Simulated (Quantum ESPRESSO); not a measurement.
# AlN layers in GaN along [001]: a series in the number of AlN bilayers, part 2 of 3

What law, if any, do the results for AlN layers in GaN along [001] follow against the number of AlN bilayers?

Quantum ESPRESSO 7.5; plane-wave DFT, LDA, PseudoDojo norm-conserving pseudopotentials.

So far: The structure; Ground state, 1.

## Step 3: Transmission with pwcond.x, 1

Level of this step: transmission by pwcond, lead and junction from one cell; plane-wave DFT, LDA, PseudoDojo norm-conserving pseudopotentials (Quantum ESPRESSO).

pwcond matches the states layer by layer and gives T.

m0.cond.in reads:

```
&inputcond
  outdir = './out'
  prefixt = 'm0.scf'
  tran_file = 'm0.cond.dat'
  bdl = 1.4142135624
  bds = 7.0279420688
  ikind = 1
  ewind = 4.0
  epsproj = 1e-05
  nz1 = 7
  energy0 = 2.8
  denergy = -0.05
/
1
  0.00000000 0.00000000 1.00000000
81
```

Started as:

```console
$ OMP_NUM_THREADS=1 mpirun -n 8 pwcond.x -in m0.cond.in > m0.cond.out
```

What it wrote:

```text
[banner, memory and clock lines left out]
Program PWCOND v.7.5 starts

          URL

     ./out/m0.scf.save/

     IMPORTANT: XC functional enforced from input :
     Exchange-correlation= PW
                           (   1   4   0   0   0   0   0)
     Any further DFT definition will be discarded
     Please, verify this is what you really want

     Reading collected, re-writing distributed wavefunctions

===== INPUT FILE containing all the regions =====

     GEOMETRY:

     lattice parameter (alat)  =       5.9703  a.u.
     the volume                =    1495.6131 (a.u.)^3
     the cross section         =      35.6446 (a.u.)^2
     l of the unit cell        =       7.0279 (alat)
     number of atoms/cell      =           20
     number of atomic types    =            3

     crystal axes: (cart. coord. in units of alat)
               a(1) = (  1.0000  0.0000  0.0000 )
               a(2) = (  0.0000  1.0000  0.0000 )
               a(3) = (  0.0000  0.0000  7.0279 )

   Cartesian axes

     site n.     atom                  positions (alat units)
          1        Ga     tau(  1)=(  0.0000  0.0000  7.0279  )
          2        N      tau(  2)=(  0.5000  0.0000  0.3536  )
          3        Ga     tau(  3)=(  0.5000  0.5000  0.7071  )
          4        N      tau(  4)=(  0.0000  0.5000  1.0607  )
          5        Ga     tau(  5)=(  0.0000  0.0000  1.4142  )
          6        N      tau(  6)=(  0.5000  0.0000  1.7678  )
          7        Ga     tau(  7)=(  0.5000  0.5000  2.1213  )
          8        N      tau(  8)=(  0.0000  0.5000  2.4749  )
          9        Al     tau(  9)=(  0.0000  0.0000  2.8284  )
         10        N      tau( 10)=(  0.5000  0.0000  3.1604  )
         11        Ga     tau( 11)=(  0.5000  0.5000  3.4924  )
         12        N      tau( 12)=(  0.0000  0.5000  3.8460  )
         13        Ga     tau( 13)=(  0.0000  0.0000  4.1995  )
         14        N      tau( 14)=(  0.5000  0.0000  4.5531  )
         15        Ga     tau( 15)=(  0.5000  0.5000  4.9066  )
         16        N      tau( 16)=(  0.0000  0.5000  5.2602  )
         17        Ga     tau( 17)=(  0.0000  0.0000  5.6137  )
         18        N      tau( 18)=(  0.5000  0.0000  5.9673  )
         19        Ga     tau( 19)=(  0.5000  0.5000  6.3208  )
         20        N      tau( 20)=(  0.0000  0.5000  6.6744  )

     nr1s                      =           30
     nr2s                      =           30
     nr3s                      =          216
     nr1sx                     =           30
     nr2sx                     =           30
     nr3sx                     =          216
     nr1                       =           30
     nr2                       =           30
     nr3                       =          216
     nr1x                      =           30
     nr2x                      =           30
     nr3x                      =          216

 _______________________________
  Radii of nonlocal spheres:

     type       ibeta     ang. mom.          radius (alat units)
       Ga         1         0                    0.2780
       Ga         2         0                    0.2780
       Ga         3         1                    0.2948
       Ga         4         1                    0.2948
       Ga         5         2                    0.3149
       Ga         6         2                    0.3199
       N          1         0                    0.1976
       N          2         0                    0.2027
       N          3         1                    0.2244
       N          4         1                    0.2261
       Al         1         0                    0.2948
       Al         2         0                    0.2981
       Al         3         1                    0.2981
       Al         4         1                    0.2981
       Al         5         2                    0.2881
       Al         6         2                    0.2914
----- General information -----

--- T calc. with identical leads (ikind=1) ---

     nrx                       =           30
     nry                       =           30
     nz1                       =            7

     energy0               =         2.8E+00
     denergy               =        -5.0E-02
     nenergy               =         81
     ecut2d                =         6.1E+01
     ewind                 =         4.0E+00
     epsproj               =         1.0E-05

     number of k_|| points=    1
                       cryst. coord.
        k(    1) = (   0.0000000   0.0000000), wk =   1.0000000
----- Information about left/right lead -----

     nocros                   =           18
     noins                    =           34
     norb                     =           70
     norbf                    =          226
     nrz                      =           43

      iorb      type   ibeta   ang. mom.   m       position (alat)
        1        1       1        0        1   taunew(   1)=(  0.0000  0.0000  0.0000)
        2        1       2        0        1   taunew(   2)=(  0.0000  0.0000  0.0000)
        3        1       3        1        1   taunew(   3)=(  0.0000  0.0000  0.0000)
        4        1       3        1        2   taunew(   4)=(  0.0000  0.0000  0.0000)
        5        1       3        1        3   taunew(   5)=(  0.0000  0.0000  0.0000)
        6        1       4        1        1   taunew(   6)=(  0.0000  0.0000  0.0000)
        7        1       4        1        2   taunew(   7)=(  0.0000  0.0000  0.0000)
        8        1       4        1        3   taunew(   8)=(  0.0000  0.0000  0.0000)
        9        1       5        2        1   taunew(   9)=(  0.0000  0.0000  0.0000)
       10        1       5        2        2   taunew(  10)=(  0.0000  0.0000  0.0000)
       11        1       5        2        3   taunew(  11)=(  0.0000  0.0000  0.0000)
       12        1       5        2        4   taunew(  12)=(  0.0000  0.0000  0.0000)
       13        1       5        2        5   taunew(  13)=(  0.0000  0.0000  0.0000)
       14        1       6        2        1   taunew(  14)=(  0.0000  0.0000  0.0000)
       15        1       6        2        2   taunew(  15)=(  0.0000  0.0000  0.0000)
       16        1       6        2        3   taunew(  16)=(  0.0000  0.0000  0.0000)
       17        1       6        2        4   taunew(  17)=(  0.0000  0.0000  0.0000)
       18        1       6        2        5   taunew(  18)=(  0.0000  0.0000  0.0000)
       19        2       1        0        1   taunew(  19)=(  0.5000  0.0000  0.3536)
       20        2       2        0        1   taunew(  20)=(  0.5000  0.0000  0.3536)
       21        2       3        1        1   taunew(  21)=(  0.5000  0.0000  0.3536)
[...]
---  E-Ef =    2.7500000  k =    0.0000000   0.0000000
---  ie =          2  ik =          1
 Nchannels of the left tip =            1
 Right moving states:
   k1(2pi/a)   k2(2pi/a)   E-Ef (eV)
   0.1543351   0.0000000   2.7500000
 Left moving states:
   k1(2pi/a)   k2(2pi/a)   E-Ef (eV)
  -0.1543351   0.0000000   2.7500000

 to transmit
 Band j to band i transmissions and reflections:
    j         i     |T_ij|^2    |R_ij|^2

    1 -->     1     0.88865     0.11135
   Total T_j, R_j =    0.88865  0.11135

E-Ef(ev), T(x2 spins) =    2.7500000   1.7772937
---  E-Ef =    2.7000000  k =    0.0000000   0.0000000
---  ie =          3  ik =          1
 Nchannels of the left tip =            1
 Right moving states:
   k1(2pi/a)   k2(2pi/a)   E-Ef (eV)
   0.1474524   0.0000000   2.7000000
 Left moving states:
   k1(2pi/a)   k2(2pi/a)   E-Ef (eV)
  -0.1474524   0.0000000   2.7000000

 to transmit
 Band j to band i transmissions and reflections:
    j         i     |T_ij|^2    |R_ij|^2

    1 -->     1     0.88320     0.11680
   Total T_j, R_j =    0.88320  0.11680

E-Ef(ev), T(x2 spins) =    2.7000000   1.7664083
[... further energies and points left out ...]
---  E-Ef =   -1.1000000  k =    0.0000000   0.0000000
---  ie =         79  ik =          1
 Nchannels of the left tip =            3
 Right moving states:
   k1(2pi/a)   k2(2pi/a)   E-Ef (eV)
  -0.2518984   0.0000000  -1.1000000
  -0.4228941   0.0000000  -1.1000000
  -0.4250795   0.0000000  -1.1000000
 Left moving states:
   k1(2pi/a)   k2(2pi/a)   E-Ef (eV)
   0.2519008   0.0000000  -1.1000000
   0.4228941   0.0000000  -1.1000000
   0.4250796   0.0000000  -1.1000000

 to transmit
 Band j to band i transmissions and reflections:
    j         i     |T_ij|^2    |R_ij|^2

    1 -->     1     0.73949     0.26051
    1 -->     2     0.00000     0.00000
    1 -->     3     0.00000     0.00000
   Total T_j, R_j =    0.73949  0.26051

    2 -->     1     0.00000     0.00000
    2 -->     2     0.56947     0.43053
    2 -->     3     0.00000     0.00000
   Total T_j, R_j =    0.56947  0.43053

    3 -->     1     0.00000     0.00000
    3 -->     2     0.00000     0.00000
    3 -->     3     0.63467     0.36533
   Total T_j, R_j =    0.63467  0.36533

E-Ef(ev), T(x2 spins) =   -1.1000000   3.8872516
---  E-Ef =   -1.1500000  k =    0.0000000   0.0000000
---  ie =         80  ik =          1
 Nchannels of the left tip =            3
 Right moving states:
   k1(2pi/a)   k2(2pi/a)   E-Ef (eV)
  -0.2584304   0.0000000  -1.1500000
  -0.4341410   0.0000000  -1.1500000
  -0.4362701   0.0000000  -1.1500000
 Left moving states:
   k1(2pi/a)   k2(2pi/a)   E-Ef (eV)
   0.2584329   0.0000000  -1.1500000
   0.4341410   0.0000000  -1.1500000
   0.4362701   0.0000000  -1.1500000

 to transmit
 Band j to band i transmissions and reflections:
    j         i     |T_ij|^2    |R_ij|^2

    1 -->     1     0.73890     0.26110
    1 -->     2     0.00000     0.00000
    1 -->     3     0.00000     0.00000
   Total T_j, R_j =    0.73890  0.26110

    2 -->     1     0.00000     0.00000
    2 -->     2     0.58057     0.41943
    2 -->     3     0.00000     0.00000
   Total T_j, R_j =    0.58057  0.41943

    3 -->     1     0.00000     0.00000
    3 -->     2     0.00000     0.00000
    3 -->     3     0.64749     0.35251
   Total T_j, R_j =    0.64749  0.35251

E-Ef(ev), T(x2 spins) =   -1.1500000   3.9339140
---  E-Ef =   -1.2000000  k =    0.0000000   0.0000000
---  ie =         81  ik =          1
 Nchannels of the left tip =            3
 Right moving states:
   k1(2pi/a)   k2(2pi/a)   E-Ef (eV)
  -0.2649529   0.0000000  -1.2000000
  -0.4454234   0.0000000  -1.2000000
  -0.4474725   0.0000000  -1.2000000
 Left moving states:
   k1(2pi/a)   k2(2pi/a)   E-Ef (eV)
   0.2649554   0.0000000  -1.2000000
   0.4454234   0.0000000  -1.2000000
   0.4474726   0.0000000  -1.2000000

 to transmit
 Band j to band i transmissions and reflections:
    j         i     |T_ij|^2    |R_ij|^2

    1 -->     1     0.73832     0.26168
    1 -->     2     0.00000     0.00000
    1 -->     3     0.00000     0.00000
   Total T_j, R_j =    0.73832  0.26168

    2 -->     1     0.00000     0.00000
    2 -->     2     0.59437     0.40563
    2 -->     3     0.00000     0.00000
   Total T_j, R_j =    0.59437  0.40563

    3 -->     1     0.00000     0.00000
    3 -->     2     0.00000     0.00000
    3 -->     3     0.66113     0.33887
   Total T_j, R_j =    0.66113  0.33887

E-Ef(ev), T(x2 spins) =   -1.2000000   3.9876628
   T_tot     2.80000      0.17872E+01
   T_tot     2.75000      0.17773E+01
   T_tot     2.70000      0.17664E+01
   T_tot     2.65000      0.17544E+01
   T_tot     2.60000      0.17410E+01
   T_tot     2.55000      0.17261E+01
   T_tot     2.50000      0.17091E+01
   T_tot     2.45000      0.16896E+01
   T_tot     2.40000      0.16668E+01
   T_tot     2.35000      0.16393E+01
   T_tot     2.30000      0.16053E+01
   T_tot     2.25000      0.15613E+01
   T_tot     2.20000      0.15013E+01
   T_tot     2.15000      0.14132E+01
   T_tot     2.10000      0.12682E+01
   T_tot     2.05000      0.97949E+00
   T_tot     2.00000      0.10427E+00
   T_tot     1.95000      0.00000E+00
   T_tot     1.90000      0.00000E+00
   T_tot     1.85000      0.00000E+00
   T_tot     1.80000      0.00000E+00
   T_tot     1.75000      0.00000E+00
   T_tot     1.70000      0.00000E+00
   T_tot     1.65000      0.00000E+00
   T_tot     1.60000      0.00000E+00
   T_tot     1.55000      0.00000E+00
   T_tot     1.50000      0.00000E+00
   T_tot     1.45000      0.00000E+00
   T_tot     1.40000      0.00000E+00
   T_tot     1.35000      0.00000E+00
   T_tot     1.30000      0.00000E+00
   T_tot     1.25000      0.00000E+00
   T_tot     1.20000      0.00000E+00
   T_tot     1.15000      0.00000E+00
   T_tot     1.10000      0.00000E+00
   T_tot     1.05000      0.00000E+00
   T_tot     1.00000      0.00000E+00
   T_tot     0.95000      0.00000E+00
   T_tot     0.90000      0.00000E+00
   T_tot     0.85000      0.00000E+00
   T_tot     0.80000      0.00000E+00
   T_tot     0.75000      0.00000E+00
   T_tot     0.70000      0.00000E+00
   T_tot     0.65000      0.00000E+00
   T_tot     0.60000      0.00000E+00
   T_tot     0.55000      0.00000E+00
   T_tot     0.50000      0.00000E+00
   T_tot     0.45000      0.00000E+00
   T_tot     0.40000      0.00000E+00
   T_tot     0.35000      0.23301E+00
   T_tot     0.30000      0.80272E+00
   T_tot     0.25000      0.10556E+01
   T_tot     0.20000      0.11962E+01
   T_tot     0.15000      0.12841E+01
   T_tot     0.10000      0.15406E+01
   T_tot     0.05000      0.18520E+01
   T_tot    -0.00000      0.21300E+01
   T_tot    -0.05000      0.23623E+01
   T_tot    -0.10000      0.25520E+01
   T_tot    -0.15000      0.27082E+01
   T_tot    -0.20000      0.28397E+01
   T_tot    -0.25000      0.29536E+01
   T_tot    -0.30000      0.30543E+01
   T_tot    -0.35000      0.31448E+01
   T_tot    -0.40000      0.32265E+01
   T_tot    -0.45000      0.33006E+01
   T_tot    -0.50000      0.33676E+01
   T_tot    -0.55000      0.34281E+01
   T_tot    -0.60000      0.34826E+01
   T_tot    -0.65000      0.35319E+01
   T_tot    -0.70000      0.35768E+01
   T_tot    -0.75000      0.36182E+01
   T_tot    -0.80000      0.36571E+01
   T_tot    -0.85000      0.36944E+01
   T_tot    -0.90000      0.37310E+01
   T_tot    -0.95000      0.37677E+01
   T_tot    -1.00000      0.38055E+01
   T_tot    -1.05000      0.38449E+01
   T_tot    -1.10000      0.38873E+01
   T_tot    -1.15000      0.39339E+01
   T_tot    -1.20000      0.39877E+01

Note: The following floating-point exceptions are signalling: IEEE_UNDERFLOW_FLAG
Note: The following floating-point exceptions are signalling: IEEE_UNDERFLOW_FLAG
Note: The following floating-point exceptions are signalling: IEEE_UNDERFLOW_FLAG
Note: The following floating-point exceptions are signalling: IEEE_UNDERFLOW_FLAG
Note: The following floating-point exceptions are signalling: IEEE_UNDERFLOW_FLAG
Note: The following floating-point exceptions are signalling: IEEE_UNDERFLOW_FLAG
Note: The following floating-point exceptions are signalling: IEEE_UNDERFLOW_FLAG
Note: The following floating-point exceptions are signalling: IEEE_UNDERFLOW_FLAG
```

The job ended after 2.5 min (8 MPI ranks of Arm Neoverse N1, shared host; peak memory 0.54 GiB).

Per spin; at the zone centre across the current. Open channels against energy, zero at the highest filled level of the cell:

```tsv
energy (eV)	open channels
-1.200	3
-1.000	3
-0.800	3
-0.600	3
-0.400	3
-0.200	3
0.000	3
0.200	1
0.400	0
0.600	0
0.800	0
1.000	0
1.200	0
1.400	0
1.600	0
1.800	0
2.000	1
2.200	1
2.400	1
2.600	1
2.800	1
```

Per spin; at the zone centre across the current. Transmission against energy, zero at the highest filled level of the cell:

energy (eV), transmission and a bar:
```
    -1.20       1.99 ##############################
    -1.10       1.94 #############################
    -1.00       1.90 #############################
    -0.90       1.87 ############################
    -0.75       1.81 ###########################
    -0.65       1.77 ###########################
    -0.55       1.71 ##########################
    -0.45       1.65 #########################
    -0.35       1.57 ########################
    -0.25       1.48 ######################
    -0.10       1.28 ###################
     0.00       1.06 ################
     0.10       0.77 ############
     0.20       0.60 #########
     0.30       0.40 ######
     0.40       0.00 
     0.55       0.00 
     0.65       0.00 
     0.75       0.00 
     0.85       0.00 
     0.95       0.00 
     1.05       0.00 
     1.20       0.00 
     1.30       0.00 
     1.40       0.00 
     1.50       0.00 
     1.60       0.00 
     1.70       0.00 
     1.85       0.00 
     1.95       0.00 
     2.05       0.49 #######
     2.15       0.71 ###########
     2.25       0.78 ############
     2.35       0.82 ############
     2.50       0.85 #############
     2.60       0.87 #############
     2.70       0.88 #############
     2.80       0.89 #############
```

## Step 4: Self-consistent run, 2

System of this step: 2 bilayers of AlN in GaN(001). The cell holds 20 atoms: 8 Ga, 10 N and 2 Al. Cell: a = 3.159 Å, b = 3.159 Å, c = 22.068 Å, α = 90.0°, β = 90.0°, γ = 90.0°. The structure's axis is c.

m1.scf.in reads:

```
&control
  prefix = 'm1.scf'
  outdir = './out'
  pseudo_dir = './pseudo'
  calculation = 'scf'
  tprnfor = .true.
/
&system
  ibrav = 0
  nat = 20
  ntyp = 3
  ecutwfc = 61
  ecutrho = 244
  occupations = 'fixed'
  nbnd = 84
/
&electrons
  conv_thr = 1e-08
  mixing_beta = 0.4
  electron_maxstep = 120
/
ATOMIC_SPECIES
  Ga  69.7230  Ga.dojo-sr-lda-0.4.1-standard.upf
  N   14.0070  N.dojo-sr-lda-0.4.1-standard.upf
  Al  26.9815  Al.dojo-sr-lda-0.4.1-standard.upf
CELL_PARAMETERS angstrom
  3.15935309834149 0.00000000000000 0.00000000000000
  0.00000000000000 3.15935309834149 0.00000000000000
  0.00000000000000 0.00000000000000 22.06750109890110
ATOMIC_POSITIONS crystal
  Ga  0.000000000000 0.000000000000 0.000000000000
  N   0.500000000000 0.000000000000 0.050617421293
  Ga  0.500000000000 0.500000000000 0.101234842585
  N   0.000000000000 0.500000000000 0.151852263878
  Ga  0.000000000000 0.000000000000 0.202469685171
  N   0.500000000000 0.000000000000 0.253087106463
  Ga  0.500000000000 0.500000000000 0.303704527756
  N   0.000000000000 0.500000000000 0.354321949049
  Al  0.000000000000 0.000000000000 0.404939370342
  N   0.500000000000 0.000000000000 0.452469685171
  Al  0.500000000000 0.500000000000 0.500000000000
  N   0.000000000000 0.500000000000 0.547530314829
  Ga  0.000000000000 0.000000000000 0.595060629658
  N   0.500000000000 0.000000000000 0.645678050951
  Ga  0.500000000000 0.500000000000 0.696295472244
  N   0.000000000000 0.500000000000 0.746912893537
  Ga  0.000000000000 0.000000000000 0.797530314829
  N   0.500000000000 0.000000000000 0.848147736122
  Ga  0.500000000000 0.500000000000 0.898765157415
  N   0.000000000000 0.500000000000 0.949382578707
K_POINTS automatic
  6 6 1 0 0 0
```

Started as:

```console
$ OMP_NUM_THREADS=1 mpirun -n 8 pw.x -nk 2 -in m1.scf.in > m1.scf.out
```

What it wrote:

```text
[banner, memory and clock lines left out]
Program PWSCF v.7.5 starts
[...]
Message from routine setup:
[...]
number of electrons       =       160.00
     number of Kohn-Sham states=           84
     kinetic-energy cutoff     =      61.0000  Ry
     charge density cutoff     =     244.0000  Ry
[...]
number of k points=    16
[...]
Dense  grid:    95543 G-vectors     FFT dimensions: (  30,  30, 216)
[...]
Starting wfcs are  120 randomized atomic wfcs
[...]
estimated scf accuracy    <       5.18994218 Ry
[...]
estimated scf accuracy    <       0.14942409 Ry
[...]
estimated scf accuracy    <       0.05381937 Ry
[...]
estimated scf accuracy    <       0.02233438 Ry
[...]
estimated scf accuracy    <       0.00759220 Ry
[...]
estimated scf accuracy    <       0.00007757 Ry
[...]
estimated scf accuracy    <       0.00036984 Ry
[...]
estimated scf accuracy    <       0.00000359 Ry
[...]
estimated scf accuracy    <       0.00001657 Ry
[...]
estimated scf accuracy    <       0.00000267 Ry
[...]
estimated scf accuracy    <       0.00000027 Ry
[...]
estimated scf accuracy    <       0.00000003 Ry
[...]
highest occupied, lowest unoccupied level (ev):    10.0244   12.1965
!    total energy              =   -1439.43531373 Ry
     estimated scf accuracy    <          3.1E-09 Ry
[...]
one-electron contribution =    -963.24376173 Ry
     hartree contribution      =     628.18152790 Ry
     xc contribution           =    -395.66330523 Ry
     ewald contribution        =    -708.70977468 Ry
     convergence has been achieved in  13 iterations
[...]
Total force =     0.080529     Total SCF correction =     0.000084
[...]
```

Run time: 2.1 min. Hardware: 8 MPI ranks; peak memory 0.94 GiB; 16 min of CPU time.

This step gave:

* free energy: -19584.5151 eV
* valence top, on the run's zero: 10.02 eV
* conduction bottom, on the run's zero: 12.20 eV
* gap by band count: 2.172 eV

(Continued in part 3 of 3.)

[Logs are printed without paths, hosts, clocks, repeated set-up lines and the standing remarks that a program may print on its own settings, such as how far it seeks lower states.]

[Hosts, paths, dates, database ids (printed as entryN), source tags and the programs' standing remarks are cut or masked in the printed files.]

[Maps of the electrostatic potential energy from Ansatz leave out the sawtooth potential of an applied field or a dipole correction, so their vacuum need not be flat; planar profiles and work functions include it.]
